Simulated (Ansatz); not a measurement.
The system is Zn.

```
CELL_PARAMETERS angstrom
2.67000 0.00000 0.00000
-1.33500 2.31229 0.00000
0.00000 0.00000 4.96600
ATOMIC_POSITIONS crystal
Zn 0.66667 0.33333 0.75000
Zn 0.33333 0.66667 0.25000
```

Program: Ansatz 0.2.0. Alike in all runs: no spin polarisation; cell as given.

Task: Order these runs on this cell by their pressure, lowest first.
A. level HISS; potentials or basis SPMS NC; k mesh 7 × 7 × 4; cutoff (eV) 816; smearing gaussian 0.05 eV; mesh quality coarse
B. level HSE03; potentials or basis Ansatz PAW earlier set; k mesh 8 × 8 × 4; cutoff (eV) 660; smearing fermi-dirac 0.025 eV; mesh quality not flagged
C. level HF; potentials or basis PseudoDojo standard (PBE files); k mesh 8 × 8 × 4; cutoff (eV) 1143; smearing gaussian 0.02 eV; mesh quality not flagged

Result: A (-2.7 GPa), B (0.0 GPa), C (10.6 GPa).

Caveats: some runs use coarse meshes; the thresholds are loose for stress; the potentials were made for another functional, which shifts forces and pressure (some runs); the PAW data sets come from PBE, with cores solved anew for the run's functional, which leaves a small shift of forces and pressure (some runs).
